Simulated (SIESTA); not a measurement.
**Zn under changes of volume**

One of the cells (15.169 Å³/atom); the others are scaled copies at fixed shape and fractional positions:

```
Zn
1.0
     0.00000    1.96478    1.96478
     1.96478    0.00000    1.96478
     1.96478    1.96478    0.00000
Zn
1
Direct
  0.00000 0.00000 0.00000
```

This isn't the form of Zn at room conditions, which is hcp.

| Quantity | Value |
| --- | --- |
| Program | SIESTA 5.4.2 |
| Functional | LDA |
| Potentials or basis | PseudoDojo 0.4 standard (LDA files) |
| Basis | DZP (energy shift 0.003 Ry; two zetas on semicore shells) |
| Grid cutoff | 800 Ry |
| Energy shift | 0.003 Ry |
| k mesh | 12 × 12 × 12 |
| Occupations | fermi-dirac, width 0.05 eV |
| Spin | no spin polarisation |

| volume (Å³/atom) | energy over the lowest point (meV/atom) | pressure (GPa) |
| --- | --- | --- |
| 14.259 | 0.00 | -7.3 |
| 14.563 | 15.53 | -8.9 |
| 14.866 | ? | ? |
| 15.169 | 53.88 | -11.2 |
| 15.473 | 76.19 | -12.2 |
| 15.776 | 100.14 | -13.1 |
| 16.080 | 125.76 | -13.7 |

Q: What does the run at 14.866 Å³/atom give?

A: Energy over the lowest point 33.56 meV/atom; pressure -10.2 GPa.

Worked out: A Birch-Murnaghan fit of order 3 (a polynomial in V^(-2/3)) to the other rows has no minimum within the range. It gives 33.59 meV/atom at 14.866 Å³/atom, against the run's 33.56, and -dE/dV = -10.2 GPa, against -10.2.

Energies are extrapolated to zero smearing.

Caveats: short orbitals over semicore shells can move pressures by several GPa; the basis of atomic orbitals isn't converged, which shifts pressures, moduli and gaps.
